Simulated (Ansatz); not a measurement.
The system is SiNi3.

```
Ni Si
1.0
     3.54200    0.00000    0.00000
     0.00000    3.54200    0.00000
     0.00000    0.00000    3.54200
Ni Si
3 1
Direct
  0.50000 0.50000 0.00000
  0.50000 0.00000 0.50000
  0.00000 0.50000 0.50000
  0.00000 0.00000 0.00000
```

Program: Ansatz 0.2.0. Alike in all runs: task single point; level PBE; potentials or basis Ansatz PAW; spin collinear, ferromagnetic start; cell as given; k mesh 6 × 6 × 6; cutoff (eV) 420; smearing fermi-dirac 0.05 eV.

Order these runs on this cell by their pressure, lowest first.
A. fixed moment (μB) 3.8
B. fixed moment (μB) 6.0
C. fixed moment (μB) 0.8
D. fixed moment (μB) 1.5
E. fixed moment (μB) 4.5

C (-5.2 GPa), D (-3.7 GPa), A (6.9 GPa), E (12.2 GPa), B (25.2 GPa).

Caveats: the total moment is fixed, so each spin has its own Fermi level; the thresholds are loose for stress.
